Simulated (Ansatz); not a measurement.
Te2Mo, 6 atoms in the cell. The cell holds a slab with vacuum, 6 atoms: a = 6.362 Å, b = 3.480 Å, c = 36.176 Å, α = 90.00°, β = 90.14°, γ = 90.00°.  The cell isn't the ideal one: atoms moved at random, drawn with an rms of 0.05 Å.

```yaml
Program: Ansatz 0.2.0
Task: single point
Functional: PBEsol
Potentials_or_basis: all-electron LAPW, scalar-relativistic
Cutoff: 279 eV (chosen from the basis error)
Basis_error_allowed: 0.001 eV/atom
k_mesh: 4 × 8 × 1
Occupations: fermi-dirac, width 0.05 eV
Spin: no spin polarisation
```

Potentials or basis: all-electron LAPW, scalar-relativistic.

Run with:

```bash
$ ansatz run input.yaml --threads 4 --pin off --max-ram 12288MiB --backend cpu --events-out ev --progress --plain --runs-dir out
```

Hardware: 4 threads of AMD EPYC 7R13 Processor (Zen 3), on a shared host.

**Question.** Estimate the wall time of this run.

**Answer.** Run time: 3.1 min on 4 threads of AMD EPYC 7R13 Processor (Zen 3), on a shared host, peak memory 6.2 GiB. Counts: scf iterations 10, plane waves 8469, k points 18, bands 94.
